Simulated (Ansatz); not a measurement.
# ZnO: the cost of one run

Computed with Ansatz 0.2.0 (DFT PBE, scalar-relativistic, plane waves, PAW, unless a step's input says otherwise).

1 further run of the same task is left out (set aside as unsound or not needed).

## (1) The starting structure

Symmetry: Fm-3m, No. 225, cubic system. The conventional cell has a = 4.330 Å, b = 4.330 Å, c = 4.330 Å, α = 90.00°, β = 90.00°, γ = 90.00°. Zn (site symmetry m-3m) has 6 O at 2.16 Å as nearest neighbours. Around O (site symmetry m-3m) lie 6 Zn at 2.16 Å.

As a file:

```cif
data_structure
_symmetry_space_group_name_H-M 'Fm-3m'
_symmetry_Int_Tables_number 225
_cell_length_a 4.3299
_cell_length_b 4.3299
_cell_length_c 4.3299
_cell_angle_alpha 90.000
_cell_angle_beta 90.000
_cell_angle_gamma 90.000
_cell_volume 81.18
loop_
_atom_site_label
_atom_site_type_symbol
_atom_site_symmetry_multiplicity
_atom_site_Wyckoff_symbol
_atom_site_fract_x
_atom_site_fract_y
_atom_site_fract_z
_atom_site_occupancy
Zn1 Zn 4 a 0.00000 0.00000 0.00000 1
O1 O 4 b 0.50000 0.00000 0.00000 1
```

The cell was relaxed beforehand at this level, from a generated guess; it needn't be the stable form of this composition. At a tolerance of 0.02 Å it has space group Fm-3m (No. 225); it has 10.15 Å³/atom, an uncorrected energy of -1.27 eV/atom over the elements.

## (2) Bands, states and charges

File input.yaml:

```yaml
crystal:
  lattice:
    - [0.0, 2.1649350191, 2.1649350191]
    - [2.1649350191, 0.0, 2.1649350191]
    - [2.1649350191, 2.1649350191, 0.0]
  atoms:
    - { symbol: Zn, position: [0.0, 0.0, 0.0] }
    - { symbol: O, position: [0.5, 0.5, 0.5] }
basis:
  ecutwfc: 420
kpoints:
  mp_grid: { grid: [12, 12, 12] }
  band_path:
    path:
      - [[0.0, 0.0, 0.0], [0.5, 0.0, 0.5], [0.625, 0.25, 0.625]]
      - [[0.375, 0.375, 0.75], [0.0, 0.0, 0.0], [0.5, 0.5, 0.5], [0.5, 0.25, 0.75], [0.5, 0.0, 0.5]]
    npoints: 14
hamiltonian:
  xc: pbe
scf:
  occupations: { method: gaussian, width: 0.02 }
  n_extra_bands: 6
output:
  forces: true
  stress: true
  eigenvalues: true
  populations: true
  dos: { projected: true, de: 0.02, nscf_kmesh: { grid: [18, 18, 18] } }
  bader: true
  write_density: true
  write_potential: true
  elf: true
  volumetric_format: npy
```

On the command line:

```console
$ ansatz run input.yaml --threads 1 --pin off --max-ram 2560MiB --backend cpu --events-out ev --progress --plain --runs-dir out
```

**Question.** How long does this run take on 1 thread of Arm Neoverse V1, shared host, and how much memory does it need?

About 15 s, with a peak of 0.29 GiB.
